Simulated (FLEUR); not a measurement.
MoS2: equation of state with RPBE

MoS2:

```xyz
3
Lattice="3.2275 0.0000 0.0000 -1.6137 2.7951 0.0000 0.0000 0.0000 6.3125" Properties=species:S:1:pos:R:3 pbc="T T T"
Mo    0.0000    0.0000    3.1562
S     1.6137    0.9317    4.7008
S     0.0000    1.8634    1.6117
```

Measurements of this composition are mostly on another form, of space group No. 194.

```
Program                  : FLEUR MaX-R8.1 (later development tree)
Task                     : equation of state
Functional               : RPBE
Potentials or basis      : all-electron
Basis                    : FLAPW
Kmax                     : 5.57 1/bohr
k mesh                   : 9 × 9 × 4
Occupations              : fermi-dirac, width 0.05 eV
Spin                     : no spin polarisation
Gmax                     : 17.3 1/bohr
Muffin-tin radii         : Mo 2.35, S 1.76 bohr
lmax                     : Mo 10, S 8
Local orbitals a species : Mo 5, S 4
```

```json
{
  "Equilibrium volume": "19.52 Å³/atom",
  "Bulk modulus at fixed shape and positions": "121 GPa",
  "Pressure derivative of the bulk modulus": "4.4 (rough: it moves with the points fitted)"
}
```

Energy against volume, from the lowest point:
```csv
volume (Å³/atom),energy (meV/atom)
17.843,63.39
18.222,36.21
18.982,5.09
19.741,0.00
20.120,5.61
```

Caveat: the cell was scaled at fixed shape and fractional positions, which overstates the stiffness of a crystal with free parameters, most of all of layers and chains; this functional lacks dispersion, which binds the layers, so the pressure and a relaxed spacing across them are unreliable.
